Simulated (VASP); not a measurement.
Wanted: the native input for a VASP 6.6.1 run.

```
Task                   : single point
Functional             : PBE
Potentials or basis    : VASP PAW PBE potentials, release 64 (Ni, Si)
Cutoff                 : 450 eV
k mesh                 : 3 × 5 × 2
Occupations            : gaussian, width 0.05 eV
Spin                   : collinear spin, ferromagnetic start
Starting moments       : [1.0, 1.0, 1.0, 1.0, 1.0, 1.0, 1.0, 1.0, 0.0, 0.0, 0.0, 0.0, 0.0, 0.0, 0.0, 0.0] μB
Cell repeated          : 1 × 1 × 2
Further INCAR settings : LREAL = Auto; ALGO = Fast; EDIFF = 1e-05; NBANDS = 74
```

The structure of SiNi lies in POSCAR:

```
SiNi
1.0
    5.1731000000      0.0000000000      0.0000000000
    0.0000000000      3.3381000000      0.0000000000
    0.0000000000      0.0000000000     11.2098000000
Ni Si
8 8
Direct
    0.9942140000      0.7573840000      0.4071240000
    0.9846530000      0.7581370000      0.9074350000
    0.5046760000      0.2552230000      0.1572160000
    0.5094960000      0.2502550000      0.6577030000
    0.4879390000      0.7485360000      0.3424700000
    0.4956830000      0.7503570000      0.8429770000
    0.0032560000      0.2476890000      0.0937820000
    0.0061920000      0.2616300000      0.5964540000
    0.6629970000      0.2330230000      0.4582820000
    0.6762720000      0.2519200000      0.9593320000
    0.8335620000      0.7400060000      0.2077390000
    0.8331270000      0.7558120000      0.7105250000
    0.1757390000      0.2351890000      0.2916980000
    0.1793520000      0.2389700000      0.7894220000
    0.3208620000      0.7415090000      0.0409870000
    0.3218340000      0.7503200000      0.5398950000
```

The cell isn't the ideal one: supercell [1, 1, 2], atoms moved at random, drawn with an rms of 0.05 Å.

One way to write it, as run:

INCAR

```
SYSTEM = SiNi
PREC = Accurate
ENCUT = 450
EDIFF = 1E-5
ISMEAR = 0
SIGMA = 0.05
LREAL = Auto
LASPH = .True.
NELM = 150
ALGO = Fast
ISIF = 2
LWAVE = .False.
LCHARG = .False.
ISPIN = 2
MAGMOM = 1 1 1 1 1 1 1 1 0 0 0 0 0 0 0 0
LORBIT = 11
LMAXMIX = 4
GGA = PE
NBANDS = 74
NSIM = 4
```

KPOINTS

```
Automatic mesh
0
Gamma
  3 5 2
  0 0 0
```

Potentials or basis: VASP PAW PBE potentials, release 64 (Ni, Si).

Run with:

```bash
$ cat potpaw_PBE.64/Ni/POTCAR potpaw_PBE.64/Si/POTCAR > POTCAR
$ mpirun -np 1 vasp_std > vasp.out
```

It gave:

```json
{
 "Pressure": "2.1 GPa",
 "Largest force": "0.938 eV/Å",
 "Band gap on the k mesh": "none (metal or under the smearing width)",
 "Net moment": "0.00 μB per cell",
 "Valence electrons inside the program's atomic spheres": "Ni 9.57, 9.58, 9.56, 9.59, 9.61; Si 1.61, 1.62"
}
```

Caveat: the k mesh is coarse (spacing up to 0.40 Å⁻¹), so the values aren't converged.

It took 2.4 min on 1 × NVIDIA H100 80GB with 1 thread of AMD EPYC 7R13 Processor (Zen 3), on a shared host, peak memory 1.9 GiB.
